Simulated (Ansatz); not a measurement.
Density of states of Si (C2/m, a = 13.845 Å, b = 3.847 Å, c = 6.338 Å, α = 90.00°, β = 96.79°, γ = 90.00°), in states per eV and primitive cell, averaged over bins of 0.4 eV. The calculation used DFT r2SCAN, scalar-relativistic, plane waves, PAW (Ansatz 0.2.0).

Settings: cutoff 500 eV, Γ-centred mesh 10×10×6 on the computed 8-atom cell, Gaussian smearing of 0.02 eV; no spin polarisation.

The cell is relaxed at this level. The states (both spins) are summed by tetrahedra on a 15×15×9 mesh at the self-consistent density. Energies are bin centres; the table starts no lower than −8 eV and ends at 6 eV, or lower where the solved bands end.

The gap is 0.42 eV at this level, with the zero inside it.

| E − E_F (eV) | total | Si 3p | Si 3s |
| --- | --- | --- | --- |
| -7.85 | 1.66 | 0.80 | 0.85 |
| -7.45 | 2.42 | 1.28 | 1.12 |
| -7.05 | 2.36 | 1.30 | 1.04 |
| -6.65 | 1.87 | 1.08 | 0.77 |
| -6.25 | 1.60 | 0.94 | 0.64 |
| -5.85 | 1.46 | 0.92 | 0.53 |
| -5.45 | 2.76 | 2.01 | 0.72 |
| -5.05 | 3.10 | 2.48 | 0.58 |
| -4.65 | 2.91 | 2.49 | 0.39 |
| -4.25 | 3.06 | 2.73 | 0.30 |
| -3.85 | 3.36 | 3.06 | 0.27 |
| -3.45 | 4.95 | 4.59 | 0.30 |
| -3.05 | 5.31 | 4.96 | 0.28 |
| -2.65 | 5.30 | 5.00 | 0.23 |
| -2.25 | 5.45 | 5.16 | 0.21 |
| -1.85 | 4.78 | 4.55 | 0.14 |
| -1.45 | 2.97 | 2.84 | 0.07 |
| -1.05 | 1.63 | 1.56 | 0.03 |
| -0.65 | 0.51 | 0.49 | 0.01 |
| -0.25 | 0.04 | 0.03 | 0.00 |
| 0.15 | 0.02 | 0.01 | 0.00 |
| 0.55 | 0.45 | 0.28 | 0.12 |
| 0.95 | 2.18 | 1.25 | 0.63 |
| 1.35 | 3.64 | 2.13 | 1.00 |
| 1.75 | 4.98 | 2.94 | 1.25 |
| 2.15 | 4.81 | 2.97 | 0.99 |
| 2.55 | 5.44 | 3.39 | 0.98 |
| 2.95 | 6.00 | 3.80 | 0.96 |
| 3.35 | 5.67 | 3.52 | 0.82 |
| 3.75 | 5.33 | 3.27 | 0.66 |
| 4.15 | 4.77 | 2.78 | 0.57 |
| 4.55 | 4.56 | 2.54 | 0.55 |
| 4.95 | 4.64 | 2.45 | 0.49 |
| 5.35 | 4.85 | 2.44 | 0.50 |
| 5.75 | 4.81 | 2.24 | 0.49 |

The columns after the total are the Löwdin projections on the occupied valence shells of the potentials. The rest of the total lies in shells that are empty in the free atom, which aren't projected, and between the atoms.

This form isn't the element's structure at ambient conditions.

Cost: 1 run of about 9.9 core-minutes, on Arm Neoverse V1 (shared hosts).